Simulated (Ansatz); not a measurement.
GaSb:

```
Sb Ga
1.0
    -1.55590    2.67500    2.89331
     1.55590   -2.67500    2.89331
     1.55590    2.67500   -2.89331
Sb Ga
1 1
Cartesian
  0.0000 0.0000 2.8933
  0.0000 0.0000 0.0000
```

Measurements of this composition are mostly on another form, of space group No. 216.

```yaml
Program: Ansatz 0.2.0
Task: relaxation of cell and atoms
Functional: HSE06
Potentials_or_basis: Ansatz PAW
Cutoff: "420 eV (not typed: the program's choice for these potentials)"
k_mesh: 5 × 5 × 5
Occupations: fermi-dirac, width 0.05 eV
Spin: no spin polarisation
```

At the start: volume 24.08 Å³/atom.

**Question.** Where does the relaxation end?

**Answer.** It ends after 7 steps and the volume is 23.04 Å³/atom (-4.3 %); space group Immm (No. 71, to 0.05 Å).

Step by step:
```tsv
step	energy change (eV)	largest force (eV/Å)	volume (Å³)
1	0.0000	0.0000	48.17
2	-0.0580	0.0000	45.99
3	-0.1359	0.0000	45.40
4	-0.1468	0.0000	46.25
5	-0.1476	0.0000	46.13
6	-0.1477	0.0000	46.08
7	-0.1468	0.0000	46.08
```

Final structure:
```xyz
2
Lattice="-1.6870 2.4083 2.8354 1.6870 -2.4083 2.8354 1.6870 2.4083 -2.8354" Properties=species:S:1:pos:R:3 pbc="T T T"
Sb    0.0000    0.0000    2.8354
Ga    0.0000    0.0000    0.0000
```

Caveat: the k mesh is coarse (spacing up to 0.47 Å⁻¹), so the values aren't converged, least of all with exact exchange; the plane-wave basis is chosen anew once the cell has moved, so the energies of steps on either side of that aren't comparable; the PAW data sets come from PBE, with cores solved anew for the run's functional, which leaves a small shift of forces and pressure.
